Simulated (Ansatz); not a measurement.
Runs of Ansatz 0.2.0 on WS2. The cell holds a slab with vacuum, 3 atoms: a = 3.184 Å, b = 3.184 Å, c = 16.951 Å, α = 90.00°, β = 90.00°, γ = 120.00°. 

| task | level | U | k mesh | cutoff (eV) | gap on the mesh (eV) | largest force (eV/Å) |
| --- | --- | --- | --- | --- | --- | --- |
| density of states | PBEsol+U | W d U = 2 eV | 10 × 10 × 2 | 259 | 1.96 | 0.12 |
| elastic constants | PBEsol | - | 8 × 8 × 2 | 281 | (b) | - |
| density of states | PBEsol+U | W d U = 8 eV | 10 × 10 × 2 | 259 | 1.32 | 0.11 |
| phonons | PBEsol | - | 10 × 10 × 2 | 281 | 1.99 | 0.12 |
| density of states | PBEsol+U | W d U = 6 eV | 10 × 10 × 2 | 259 | (a) | 0.10 |

Alike in all rows: potentials or basis all-electron LAPW, scalar-relativistic; no spin polarisation; cell as given; smearing fermi-dirac 0.05 eV; basis error allowed 0.002 eV/atom.

Fill in the values left out.

(a) 1.77; (b) 2.02.

Caveats: spin-orbit coupling is left out, which moves the levels of the heavy elements; U is the effective U less J, on atomic orbitals that reach past the spheres (some runs); the density of states is complete only up to the lowest level of the last band computed (some runs).

A k mesh can miss the band edges, and the runs leave out spin-orbit coupling on W.

The runs don't all hold the same shells in valence.
